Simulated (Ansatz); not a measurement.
CoO:

```
Co O
1.0
    -1.50800    1.50800    2.10725
     1.50800   -1.50800    2.10725
     1.50800    1.50800   -2.10725
Co O
1 1
Direct
  0.00000 0.00000 0.00000
  0.50000 0.50000 0.00000
```

Base run:

```yaml
Program: Ansatz 0.2.0
Functional: PBEsol
Potentials_or_basis: Ansatz PAW
Cutoff: "420 eV (not typed: the program's choice for these potentials)"
k_mesh: 10 × 10 × 10
Occupations: fermi-dirac, width 0.05 eV
Spin: collinear spin, ferromagnetic start
Starting_moments: "[1.0, 0.0] μB"
Fixed_moment: 1 μB
```

Its results: pressure -24.5 GPa; site moments Co +0.94; O -0.00 μB.

Task: After a change of settings the same cell gave: pressure 15.7 GPa; site moments Co +2.89; O +0.69 μB. Which change was it?
A. fixed moment from 1 μB to 4 μB; moments at the start from [1.0, 0.0] to [4.0, 0.0]
B. fixed moment from 1 μB to 3 μB; moments at the start from [1.0, 0.0] to [3.0, 0.0]
C. fixed moment from 1 μB to 2.5 μB; moments at the start from [1.0, 0.0] to [2.5, 0.0]
D. fixed moment from 1 μB to 2 μB; moments at the start from [1.0, 0.0] to [2.0, 0.0]

Result: A.

Caveats: the total moment is fixed, so each spin has its own Fermi level; a cell with one magnetic atom can't hold antiferromagnetic order, which such compounds often take; the PAW data sets come from PBE, with cores solved anew for the run's functional, which leaves a small shift of forces and pressure; the thresholds are loose for stress.
